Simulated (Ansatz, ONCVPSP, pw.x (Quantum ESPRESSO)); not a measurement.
## What a changed setting does to a pw.x run (fcc Ga)

Potential: optimised norm-conserving Vanderbilt (ONCV), ONCVPSP 4.0.1.1 (patched build), PBEsol; core [Ar] 3d10, reference 4s2 4p1; waves: 4s: rc 1.90 bohr, ncon 4, nbas 8, qcut 3.8 1/bohr, local; 4p: rc 2.94 bohr, ncon 4, nbas 8, qcut 2.8 1/bohr, 2 projectors, debl 1.6 Ha; d scattering state at 0.05 Ha: rc 3.06 bohr, ncon 4, nbas 8, qcut 4 1/bohr, 1 projector; local part: the s channel; core correction: Teter function, fcfact 5.75, rcfact 1.05.

The reference run (k-mesh 14³, cutoffs 65/260 Ry, Fermi–Dirac 0.01 Ry, mixing_beta 0.4, conv_thr 1e-9, no spin) gives 0.22 GPa at 17.717 Å³/atom, where all-electron LAPW gives 0.07 GPa. This run, with its own iteration cap, changes mixing_beta to 0.2.

```
&control
  calculation='scf', prefix='x', pseudo_dir='./', outdir='./tmp', tstress=.true., disk_io='none'
/
&system
  ibrav=0, nat=1, ntyp=1, ecutwfc=65, ecutrho=260, nbnd=8,
  occupations='smearing', smearing='fd', degauss=0.01
/
&electrons
  conv_thr=1e-09, mixing_beta=0.2, electron_maxstep=50
/
ATOMIC_SPECIES
Ga 1.0 Ga.UPF
CELL_PARAMETERS angstrom
  0.00000000 2.06912501 2.06912501
  2.06912501 0.00000000 2.06912501
  2.06912501 2.06912501 0.00000000
ATOMIC_POSITIONS crystal
Ga 0.0000 0.0000 0.0000
K_POINTS automatic
14 14 14 0 0 0
```

```bash
pw.x < Ga.scf.in > Ga.scf.out
```

How does the run end?

It converges in 8 iterations; the free energy moves by +0.0 meV/atom and the pressure by +0.00 GPa. The result is that of the reference run.

```
Message from routine setup:
     using ibrav=0 with symmetry is DISCOURAGED, use correct ibrav instead
     lattice parameter (alat)  =       5.5297  a.u.
     unit-cell volume          =     119.5602 (a.u.)^3
     number of electrons       =         3.00
     number of Kohn-Sham states=            8
     kinetic-energy cutoff     =      65.0000  Ry
     charge density cutoff     =     260.0000  Ry
     scf convergence threshold =      1.0E-09
     Exchange-correlation= PBESOL
     number of k points=   104  Fermi-Dirac smearing, width (Ry)=  0.0100
     iteration #  1     ecut=    65.00 Ry     beta= 0.20
     total energy              =      -5.16573576 Ry
     estimated scf accuracy    <       0.00288588 Ry
     iteration #  2     ecut=    65.00 Ry     beta= 0.20
     total energy              =      -5.16517163 Ry
     estimated scf accuracy    <       0.00175449 Ry
     iteration #  3     ecut=    65.00 Ry     beta= 0.20
     total energy              =      -5.16525130 Ry
     estimated scf accuracy    <       0.00000275 Ry
     [... 2 iterations left out ...]
     iteration #  6     ecut=    65.00 Ry     beta= 0.20
     total energy              =      -5.16527661 Ry
     estimated scf accuracy    <       0.00000005 Ry
     iteration #  7     ecut=    65.00 Ry     beta= 0.20
     total energy              =      -5.16527662 Ry
     estimated scf accuracy    <          5.7E-09 Ry
     iteration #  8     ecut=    65.00 Ry     beta= 0.20
     the Fermi energy is     6.3658 ev
!    total energy              =      -5.16527662 Ry
     estimated scf accuracy    <          9.1E-10 Ry
     smearing contrib. (-TS)   =      -0.00165877 Ry
     The total energy is F=E-TS. E is the sum of the following terms:
     one-electron contribution =       2.51237625 Ry
     hartree contribution      =       0.01582553 Ry
     xc contribution           =      -2.41523156 Ry
     ewald contribution        =      -5.27658808 Ry
     convergence has been achieved in   8 iterations
          total   stress  (Ry/bohr**3)                   (kbar)     P=        2.22
     Message from routine punch:
     Nothing written, as per user request (disk_io='none')
```

The run took about 22 s on one core of a shared host (Neoverse-N1, 64 threads, 124 GiB, load 54).
